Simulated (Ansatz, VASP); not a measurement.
One calculation of Na, two programs

File INCAR:

```
SYSTEM = Na
PREC = Accurate
ENCUT = 520
EDIFF = 1E-6
ISMEAR = 1
SIGMA = 0.01
LREAL = .False.
LASPH = .True.
NELM = 100
ALGO = Normal
ISIF = 2
LWAVE = .False.
LCHARG = .True.
LELF = .True.
LVHAR = .True.
NBANDS = 10
```

File KPOINTS:

```
regular mesh
0
Gamma
  11 11 11
  0 0 0
```

POSCAR

```
Na
1.0
   -2.0287155323      2.0287155323      2.0287155323
    2.0287155323     -2.0287155323      2.0287155323
    2.0287155323      2.0287155323     -2.0287155323
Na
1
Direct
    0.0000000000      0.0000000000      0.0000000000
```

Input for Ansatz:

```yaml
crystal:
  lattice:
    - [-2.0287155323, 2.0287155323, 2.0287155323]
    - [2.0287155323, -2.0287155323, 2.0287155323]
    - [2.0287155323, 2.0287155323, -2.0287155323]
  atoms:
    - { symbol: Na, position: [0.0, 0.0, 0.0] }
hamiltonian:
  xc: lda
  pseudopotentials:
    kind: paw
    azcp:
      Na: "pseudopotentials/Na.paw.azcp"
basis:
  ecutwfc: 420
  fft_grid_basis: typed
kpoints:
  mp_grid: { grid: [11, 11, 11], shift: [0, 0, 0] }
magnetization:
  spin_polarized: false
scf:
  occupations: { method: methfessel_paxton, width: 0.01 }
  lower_state_search: "off"
output:
  stress: true
```

Alike in both runs: task single point; functional LDA; k mesh 11 × 11 × 11; occupations methfessel-paxton of order 1, width 0.01 eV; no spin polarisation.

```csv
,VASP,Ansatz
version,VASP 6.6.1,Ansatz 0.2.0
potentials or method,"VASP PAW LDA potentials, release 64 (Na_pv)","plane waves (420 eV) with PAW, scalar-relativistic"
plane-wave cutoff (eV),520,420
valence electrons in the cell,7,9
```

Ansatz gave:

```
pressure (GPa) : 0.0
```

Problem. Estimate VASP's values.

Solution. Pressure (GPa): -0.1.

The two sets of potentials don't hold the same shells in valence. Ansatz warned: «pseudo_functional_mismatch».
